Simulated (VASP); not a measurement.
A VASP 6.6.1 single-point calculation on PbS

INCAR

```
LWAVE = .FALSE.
LCHARG = .FALSE.
NSW = 0
LREAL = .FALSE.
NELM = 120
LASPH = .TRUE.
NBANDS = 17
EDIFF = 1E-5
IBRION = -1
ISIF = 2
SIGMA = 0.02
ISMEAR = -1
GGA = PE
PREC = Accurate
ENCUT = 520
```

KPOINTS

```
KPOINTS created by Atomic Simulation Environment
0
Gamma
8 8 8
0 0 0
```

POSCAR

```
Pb S
 1.0000000000000000
     0.0805752171000000    3.0080632397999998    3.0080632397999998
     3.0080632397999998    0.0805752171000000    3.0080632397999998
     3.0080632397999998    3.0080632397999998    0.0805752171000000
 Pb  S
   1   1
Cartesian
  0.0000000000000000  0.0000000000000000  0.0000000000000000
  3.0483508483499997  3.0483508483499997  3.0483508483499997
```

The recommended PBE PAW datasets give the neutral cell 20 valence electrons.

Command

```
mpirun -np 1 vasp_std
```

Task: Predict the outcome of this run.

Result: It converged. Results: gap between bands v and c on the k mesh 0.12 eV; least direct gap on the k mesh 0.33 eV; pressure 2.1 GPa. Band v is the last that the valence electrons fill when counted band by band, and c is the next.

OSZICAR

```
N       E                     dE             d eps       ncg     rms          rms(c)
DAV:   1     0.159257767291E+03    0.15926E+03   -0.97627E+03  2218   0.124E+03
DAV:   2     0.313605724666E+01   -0.15612E+03   -0.15059E+03  2345   0.315E+02
DAV:   3    -0.890889000187E+01   -0.12045E+02   -0.11952E+02  2844   0.929E+01
DAV:   4    -0.922550653930E+01   -0.31662E+00   -0.31626E+00  2864   0.162E+01
DAV:   5    -0.923710813677E+01   -0.11602E-01   -0.11601E-01  3287   0.302E+00    0.461E+00
DAV:   6    -0.874623370000E+01    0.49087E+00   -0.13972E+00  3450   0.802E+00    0.325E+00
DAV:   7    -0.874659563146E+01   -0.36193E-03   -0.14342E-01  2630   0.189E+00    0.187E+00
DAV:   8    -0.875017167327E+01   -0.35760E-02   -0.16414E-02  2554   0.137E+00    0.257E-01
DAV:   9    -0.874968248704E+01    0.48919E-03   -0.34528E-03  3526   0.511E-01    0.848E-02
DAV:  10    -0.874986207186E+01   -0.17958E-03   -0.37146E-04  2479   0.114E-01    0.559E-02
DAV:  11    -0.874987051791E+01   -0.84461E-05   -0.61097E-05  3043   0.846E-02
   1 F= -.87498705E+01 E0= -.87498442E+01  d E =-.527274E-04
```

For comparison, a separate PBE run of the intended cell, on usual settings and not on those above, gives a gap of 0.12 eV on its mesh and a pressure of 2.0 GPa.
